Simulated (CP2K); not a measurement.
GaN:

```xyz
2
Lattice="3.1869 0.0000 0.0000 1.5935 2.7600 0.0000 1.5935 0.9200 2.6021" Properties=species:S:1:pos:R:3 pbc="T T T"
Ga    0.0000    0.0000    0.0000
N     1.5935    0.9200    0.6505
```

The cell is a database's computed one.

Program: CP2K 2026.2. Alike in all runs: task single point; potentials or basis POTENTIAL_UZH Ga GTH-PBE-q13, N GTH-PBE-q5; TZVP-MOLOPT-PBE-GTH basis; no spin polarisation; cell as given; k mesh 10 × 10 × 10; smearing fermi-dirac 0.05 eV.

Question: Order these runs on this cell by their pressure, lowest first.
A. level PBE
B. level AM05
C. level vdW-DF-cx; cutoff of the non-local correlation (Ry) 300
D. level LDA

Answer: D (-1.2 GPa), B (1.7 GPa), C (3.3 GPa), A (7.0 GPa).

Caveats: the basis of atomic orbitals isn't converged, which shifts pressures, moduli and gaps; the potentials were made for another functional, which shifts forces and pressure (some runs).
